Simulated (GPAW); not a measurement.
Runs of GPAW 26.7.0 on CuO. It takes space group P4_2/mmc (No. 131, tetragonal). The conventional cell has a = 3.422 Å, b = 3.422 Å, c = 4.260 Å, α = 90.00°, β = 90.00°, γ = 90.00°. Cu (site symmetry mmm) is surrounded by 4 O at 2.02 Å. O (site symmetry -4m2) has 4 Cu at 2.02 Å and 2 O at 2.13 Å as nearest neighbours. Measurements of this composition are mostly on another form, of space group No. 15.

```tsv
task	level	U	band path	band points	gap on the mesh (eV)	pressure (GPa)
single point	r2SCAN+U	Cu d U = 3 eV	-	-	none	(a)
single point	r2SCAN+U	Cu d U = 2 eV	-	-	none	-6.2
band structure	r2SCAN	-	GXMGZRAZ,XR,MA	80	-	-6.5
single point	r2SCAN+U	Cu d U = 8 eV	-	-	none	-5.2
single point	r2SCAN+U	Cu d U = 6 eV	-	-	none	(b)
```

Alike in all rows: potentials or basis GPAW PAW data sets (gpaw-data 1.2.1), pw; no spin polarisation; cell as given; k mesh 6 × 6 × 5; cutoff (eV) 800; smearing fermi-dirac 0.05 eV.

**Question.** Fill in the values left out.

**Answer.** (a) -6.1; (b) -5.6.

Caveats: with this Cu data set, volumes or pressures lay over 1.5 % or 2 GPa off other programs in two to four cells of ten; the PAW data sets were made with another functional, which shifts forces and pressure a little; the run has no spin polarisation, though such a crystal can be magnetic; U without spin polarisation on a metal has little footing (some runs); semilocal functionals often make such compounds metallic where correlation or magnetic order opens a gap, which also shifts bond lengths (some runs).

A k mesh can miss the band edges.

A gap of «none» marks a metal or a gap under the smearing width.

Not every run made on this cell is shown here.
